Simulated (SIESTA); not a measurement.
**V under changes of volume**

One of the cells (13.891 Å³/atom); the others are scaled copies at fixed shape and fractional positions:

```
CELL_PARAMETERS angstrom
-1.51435 1.51435 1.51435
1.51435 -1.51435 1.51435
1.51435 1.51435 -1.51435
ATOMIC_POSITIONS crystal
V 0.00000 0.00000 0.00000
```

| Quantity | Value |
| --- | --- |
| Program | SIESTA 5.4.2 |
| Functional | LDA |
| Potentials or basis | PseudoDojo 0.4 standard (LDA files) |
| Basis | DZP (energy shift 0.003 Ry; two zetas on semicore shells) |
| Grid cutoff | 800 Ry |
| Energy shift | 0.003 Ry |
| k mesh | 12 × 12 × 12 |
| Occupations | fermi-dirac, width 0.05 eV |
| Spin | collinear spin, ferromagnetic start |
| Starting moments | [2.0] μB |

```tsv
volume (Å³/atom)	energy over the lowest point (meV/atom)	pressure (GPa)
13.058	0.00	-7.2
13.336	15.96	-11.0
13.613	38.06	-14.3
13.891	65.40	-17.2
14.169	97.75	-20.0
14.447	134.65	-22.5
14.725	?	?
```

Q: What does the run at 14.725 Å³/atom give?

A: Energy over the lowest point 175.64 meV/atom; pressure -24.6 GPa.

Worked out: A Birch-Murnaghan fit of order 3 (a polynomial in V^(-2/3)) to the other rows has no minimum within the range. It gives 175.56 meV/atom at 14.725 Å³/atom, against the run's 175.64, and -dE/dV = -24.7 GPa, against -24.6.

Energies are extrapolated to zero smearing.

Caveats: the basis of atomic orbitals isn't converged, which shifts pressures, moduli and gaps.
